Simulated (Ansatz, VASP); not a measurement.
**Two plane-wave programs on KMgF3**

```
CELL_PARAMETERS angstrom
3.98590 0.00000 0.00000
0.00000 3.98590 0.00000
0.00000 0.00000 3.98590
ATOMIC_POSITIONS crystal
K 0.50000 0.50000 0.50000
Mg 0.00000 0.00000 0.00000
F 0.00000 0.00000 0.50000
F 0.00000 0.50000 0.00000
F 0.50000 0.00000 0.00000
```

Alike in both runs: task single point; functional PBE; k mesh 7 × 7 × 7; occupations gaussian, width 0.02 eV; no spin polarisation.

|  | VASP | Ansatz |
| --- | --- | --- |
| version | VASP 6.6.1 | Ansatz 0.2.0 |
| potentials or method | VASP PAW PBE potentials, release 64 (K_pv, Mg, F) | Ansatz PAW |
| plane-wave cutoff (eV) | 500 | 420 |
| valence electrons in the cell | 30 | 40 |

Ansatz gave:

- gap on the k mesh at the Fermi level (eV): 7.37
- least direct gap on the mesh (eV): 7.66
- pressure (GPa): 3.8

**Question.** What did VASP give for the same quantities?

**Answer.** gap on the k mesh at the Fermi level (eV): 7.33; least direct gap on the mesh (eV): 7.62; pressure (GPa): 3.8.

With one functional, cell and mesh, what is left measures potentials, basis and numerics. The two sets of potentials don't hold the same shells in valence.

Caveats: an odd mesh through Γ misses points on the zone boundary, where band edges often lie (VASP); odd divisions of the mesh miss points on the zone boundary, where band edges often lie, so the gap on the mesh can be too wide (Ansatz); the pressure holds a Pulay correction of +0.5 GPa for the finite cutoff (Ansatz).
